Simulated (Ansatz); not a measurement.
# Molecular dynamics of Li

Input:

```yaml
crystal:
  lattice:
    - [7.205315, 0.0, 0.0]
    - [0.0, 7.205315, 0.0]
    - [0.0, 0.0, 7.205315]
  atoms:
    - { symbol: Li, position: [0.00438433, -0.04572329, 0.0229964] }
    - { symbol: Li, position: [0.51534228, -0.03410761, -0.04842719] }
    - { symbol: Li, position: [-0.00802577, 0.49682274, 0.07101977] }
    - { symbol: Li, position: [0.03928634, 0.00699734, 0.58072144] }
    - { symbol: Li, position: [0.26265158, 0.21935697, 0.25262649] }
    - { symbol: Li, position: [0.48678994, 0.47404342, 0.06435788] }
    - { symbol: Li, position: [0.48609016, 0.01317103, 0.54900131] }
    - { symbol: Li, position: [0.74969726, 0.26086049, 0.32284831] }
    - { symbol: Li, position: [0.03348759, 0.45503177, 0.54537985] }
    - { symbol: Li, position: [0.29689572, 0.76875996, 0.33298519] }
    - { symbol: Li, position: [0.244604, 0.27001241, 0.90267462] }
    - { symbol: Li, position: [0.47453769, 0.41135085, 0.58516489] }
    - { symbol: Li, position: [0.69901917, 0.7248155, 0.31323248] }
    - { symbol: Li, position: [0.7632109, 0.34295562, 0.81944266] }
    - { symbol: Li, position: [0.2802389, 0.7390543, 0.78165611] }
    - { symbol: Li, position: [0.79265036, 0.70939662, 0.76693032] }
basis:
  ecutwfc: 420.0
kpoints:
  mp_grid: { grid: [2, 2, 2] }
hamiltonian:
  xc: pbe
  dispersion: d3bj
scf:
  occupations: { method: fermi_dirac, width: 0.1 }
  lower_state_search: "off"
md:
  timestep: 1
  n_steps: 229
  ensemble: nvt_langevin
  temperature: 720.0
  initial_velocities: maxwell_boltzmann
  seed: 118200
  friction: 0.02
  temperature_schedule:
    - { n_steps: 172, end_temperature: 300.0 }
    - { n_steps: 57, end_temperature: 300.0 }
```

Launched with:

```bash
$ ansatz run input.yaml --threads 1 --pin off --max-ram 3072MiB --backend cpu --events-out ev --progress --plain --runs-dir out
```

It goes on from the last frame of an earlier run, with new velocities.

Output, in part (step lines):

```
md step     0: t =     0.00 fs  T =   675.0 K (target 720.0 K)  F+E_penalty+E_count = -3275.82219110 eV  E_kin = 1.396008 eV  (8 SCF iters)
md step     1: t =     1.00 fs  T =   701.9 K (target 718.8 K)  F+E_penalty+E_count = -3275.84862157 eV  E_kin = 1.451616 eV  (6 SCF iters)
md step     2: t =     2.00 fs  T =   671.2 K (target 716.3 K)  F+E_penalty+E_count = -3275.87557701 eV  E_kin = 1.388090 eV  (6 SCF iters)
md step     3: t =     3.00 fs  T =   689.5 K (target 713.9 K)  F+E_penalty+E_count = -3275.90294747 eV  E_kin = 1.425947 eV  (6 SCF iters)
md step     4: t =     4.00 fs  T =   641.8 K (target 711.5 K)  F+E_penalty+E_count = -3275.93177460 eV  E_kin = 1.327430 eV  (6 SCF iters)
md step     5: t =     5.00 fs  T =   697.2 K (target 709.0 K)  F+E_penalty+E_count = -3275.96081283 eV  E_kin = 1.442008 eV  (5 SCF iters)
md step     6: t =     6.00 fs  T =   719.3 K (target 706.6 K)  F+E_penalty+E_count = -3275.98996687 eV  E_kin = 1.487656 eV  (5 SCF iters)
md step     7: t =     7.00 fs  T =   734.4 K (target 704.1 K)  F+E_penalty+E_count = -3276.01763754 eV  E_kin = 1.518915 eV  (4 SCF iters)
[... lines left out ...]
md step   228: t =   228.00 fs  T =   187.2 K (target 300.0 K)  F+E_penalty+E_count = -3276.16335304 eV  E_kin = 0.387262 eV  (4 SCF iters)
md step   229: t =   229.00 fs  T =   185.2 K (target 300.0 K)  F+E_penalty+E_count = -3276.16348043 eV  E_kin = 0.382932 eV  (5 SCF iters)
```

The steps, from the saved trajectory:

```csv
time (fs),T (K),potential energy less start (eV)
0.0,675,0.000
7.0,734,-0.195
14.0,803,-0.336
21.0,812,-0.261
28.0,646,-0.104
35.0,614,0.049
42.0,546,0.198
49.0,497,0.212
56.0,628,0.118
63.0,735,0.038
70.0,643,0.115
77.0,574,0.335
84.0,495,0.510
91.0,707,0.522
98.0,664,0.299
105.0,672,-0.011
112.0,751,-0.283
119.0,814,-0.338
126.0,610,-0.170
133.0,631,0.044
140.0,587,0.192
147.0,496,0.174
154.0,525,0.038
161.0,528,-0.104
168.0,523,-0.167
175.0,450,-0.164
182.0,376,-0.159
189.0,488,-0.268
196.0,565,-0.418
203.0,560,-0.483
210.0,580,-0.456
217.0,376,-0.404
224.0,245,-0.352
```

All steps were run. The schedule's set-point averaged 335 K over the second half and the system 519 K, so it lags behind the ramp. A run of 0.23 ps of so small a system gives no equilibrium averages. Limits of this set-up: coarse k mesh.

Mean squared displacements from the first frame to the last, about the centre of mass: Li 0.25 Å².

Last frame:

```xyz
16
Lattice="7.2053 0.0000 0.0000 0.0000 7.2053 0.0000 0.0000 0.0000 7.2053" Properties=species:S:1:pos:R:3
Li -0.010 -0.286 -0.257
Li 3.908 -0.222 0.291
Li -0.412 3.638 -0.119
Li 0.065 -0.116 3.927
Li 1.281 1.754 1.978
Li 3.498 3.595 0.069
Li 3.461 -0.190 3.697
Li 5.267 1.893 1.859
Li -0.127 3.688 3.888
Li 1.542 5.216 1.967
Li 1.619 1.776 5.952
Li 3.575 3.319 3.945
Li 4.867 5.059 1.947
Li 4.947 1.671 5.326
Li 2.214 5.460 5.654
Li 5.345 5.449 5.154
```

The run took 13 min on 1 thread of Arm Neoverse V2 (shared host), peak memory 0.6 GiB.
